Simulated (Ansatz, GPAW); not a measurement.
**Hf: 3 runs at one level of theory**

```
Hf
1.0
     3.19670    0.00000    0.00000
    -1.59835    2.76842    0.00000
     0.00000    0.00000    5.05780
Hf
2
Direct
  0.66667 0.33333 0.75000
  0.33333 0.66667 0.25000
```

Alike in all runs: task single point; functional PBE; k mesh 10 × 10 × 5; occupations gaussian, width 0.025 eV; no spin polarisation; no spin-orbit coupling. Pressure is positive in compression and, in plane waves, holds the error of the finite cutoff, which Ansatz's Pulay term estimates and takes out.

| program and potentials | plane-wave cutoff (eV) | notes | pressure (GPa) |
| --- | --- | --- | --- |
| Ansatz, Ansatz PAW | 420 | 26 valence electrons an atom on average; Pulay term of +0.05 GPa included | 0.62 |
| GPAW, GPAW PAW data sets (gpaw-data 1.2.1) | 600 | 12 valence electrons an atom on average | 0.92 |
| Ansatz, all-electron LAPW, scalar-relativistic | - | - | 0.63 |

The pressure spans 0.62 (Ansatz, Ansatz PAW) to 0.92 GPa (GPAW, GPAW PAW data sets (gpaw-data 1.2.1)), with all-electron results at 0.63.

The functional is the same throughout but for its coding, so the spread measures potentials, basis and numerics; runs on potential files found faulty are left out.
